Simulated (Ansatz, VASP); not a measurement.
CuI (Marshite): VASP beside Ansatz

```xyz
2
Lattice="0.0000 3.0315 3.0315 3.0315 0.0000 3.0315 3.0315 3.0315 0.0000" Properties=species:S:1:pos:R:3 pbc="T T T"
I     0.0000    0.0000    0.0000
Cu    4.5473    4.5473    4.5473
```

Alike in both runs: task relaxation of cell and atoms; functional revPBE; dispersion D4; k mesh 8 × 8 × 8; occupations fermi-dirac, width 0.05 eV; no spin polarisation.

|  | VASP | Ansatz |
| --- | --- | --- |
| version | VASP 6.6.1 | Ansatz 0.2.0 |
| potentials or method | VASP PAW PBE potentials, release 64 (I, Cu), cutoff 600 eV | all-electron LAPW, scalar-relativistic |

VASP gave:

```
relaxed volume (Å³/atom)                                     : 26.45
relaxed cell length with the largest relative difference (Å) : 4.214
energy change over the relaxation (meV/atom)                 : -10
```

Q: What did Ansatz give for the same quantities?

A: Relaxed volume (Å³/atom): 26.41; relaxed cell length with the largest relative difference (Å): 4.211; energy change over the relaxation (meV/atom): -10.

Ansatz ran all-electron here, so the differences hold the error of VASP's frozen core and of both bases.

Caveats: the PAW data sets were made with another functional, which shifts forces and pressure a little (VASP).
